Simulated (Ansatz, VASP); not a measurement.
# Two plane-wave programs on AlRu

Contents of INCAR:

```
PREC = Accurate ; ENCUT = 520
EDIFF = 1E-7 ; ISMEAR = -1
SIGMA = 0.05 ; LREAL = F
LASPH = T ; NELM = 100
ALGO = Fast ; ISIF = 2
LWAVE = F ; LCHARG = F
MAGMOM = 0 0 0 0 0 0 ; LORBIT = 11
LSORBIT = T ; GGA_COMPAT = F
LMAXMIX = 4 ; GGA = PE
NBANDS = 29
```

File KPOINTS:

```
Automatic mesh
0
Gamma
  7 7 7
```

File POSCAR:

```
AlRu
1.0
    2.9916000000      0.0000000000      0.0000000000
    0.0000000000      2.9916000000      0.0000000000
    0.0000000000      0.0000000000      2.9916000000
Ru Al
1 1
Direct
    0.5000000000      0.5000000000      0.5000000000
    0.0000000000      0.0000000000      0.0000000000
```

Contents of KPOINTS_OPT:

```
path GXMGRX,MR
15
line-mode
reciprocal
 0.0000000000  0.0000000000  0.0000000000  G
 0.0000000000  0.5000000000  0.0000000000  X

 0.0000000000  0.5000000000  0.0000000000  X
 0.5000000000  0.5000000000  0.0000000000  M

 0.5000000000  0.5000000000  0.0000000000  M
 0.0000000000  0.0000000000  0.0000000000  G

 0.0000000000  0.0000000000  0.0000000000  G
 0.5000000000  0.5000000000  0.5000000000  R

 0.5000000000  0.5000000000  0.5000000000  R
 0.0000000000  0.5000000000  0.0000000000  X

 0.5000000000  0.5000000000  0.0000000000  M
 0.5000000000  0.5000000000  0.5000000000  R
```

The input input.yaml:

```yaml
crystal:
  lattice:
    - [2.9916, 0.0, 0.0]
    - [0.0, 2.9916, 0.0]
    - [0.0, 0.0, 2.9916]
  atoms:
    - { symbol: Ru, position: [0.5, 0.5, 0.5] }
    - { symbol: Al, position: [0.0, 0.0, 0.0] }
hamiltonian:
  xc: pbe
  pseudopotentials: { kind: paw_fr }
magnetization:
  noncollinear: true
  spin_orbit: true
kpoints:
  mp_grid: { grid: [7, 7, 7] }
  band_path:
    path:
      - [[0.0, 0.0, 0.0], [0.0, 0.5, 0.0], [0.5, 0.5, 0.0], [0.0, 0.0, 0.0], [0.5, 0.5, 0.5], [0.0, 0.5, 0.0]]
      - [[0.5, 0.5, 0.0], [0.5, 0.5, 0.5]]
    npoints: 14
scf:
  occupations: { method: fermi_dirac, width: 0.05 }
  n_extra_bands: 6
output:
  forces: true
  stress: true
  eigenvalues: true
  fatbands: false
```

Alike in both runs: task band structure; functional PBE; k mesh 7 × 7 × 7; occupations fermi-dirac, width 0.05 eV; spin-orbit coupling, no magnetisation.

```csv
,VASP,Ansatz
version,VASP 6.6.1,Ansatz 0.2.0
potentials or method,"VASP PAW PBE potentials, release 64 (Ru_pv, Al)",Ansatz PAW
plane-wave cutoff (eV),520,420
valence electrons in the cell,17,19
```

|  | VASP | Ansatz | Ansatz less VASP |
| --- | --- | --- | --- |
| gap on the k mesh at the Fermi level (eV) | none | none | - |
| pressure (GPa) | 2.6 | 2.6 | 0.00 |

A gap of «none» marks a metal or a gap that the smearing closes. The functional is the same, so the differences come from potentials, cutoffs and numerics. The two sets of potentials don't hold the same shells in valence.
